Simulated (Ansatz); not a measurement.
## TiAl3 (I4/mmm): electronic heat capacity and spin susceptibility from the density of states

Computed with Ansatz 0.2.0, DFT PBE, scalar-relativistic, plane waves, PAW.

Cutoff 420 eV; k points 16×16×16 on the computed 4-atom cell (Γ-centred); Gaussian smearing, width 0.10 eV; no spin polarisation.

Relaxed cell: I4/mmm, a = 3.845 Å, b = 3.845 Å, c = 8.623 Å, α = 90.00°, β = 90.00°, γ = 90.00°, 4 atoms in the primitive cell.

The density of states at the Fermi level is 1.722 states/eV in the cell of 4 atoms (1 formula unit; both spins, tetrahedra on a 24×24×24 mesh).

**Question.** What Sommerfeld coefficient and Pauli susceptibility does this give?

**Answer.** Per formula unit N(E_F) = 1.722 states/eV. γ = (π²/3) k_B² N(E_F) N_A = 2.357 mJ/(mol K²) per state/eV, so γ = 4.1 mJ/(mol K²), a mole of formula units. χ_P = μ_B² N(E_F) N_A = 3.23×10⁻⁵ emu/mol per state/eV gives 5.6×10⁻⁵ emu/mol. This is the bare band result: a measured γ of the same phase is as a rule larger by a factor 1 + λ from phonons and spin fluctuations, the spin part of χ is larger by the Stoner factor, and a measured χ also holds orbital and core terms. N(E_F) at one energy is sensitive to the mesh where the density of states has sharp peaks.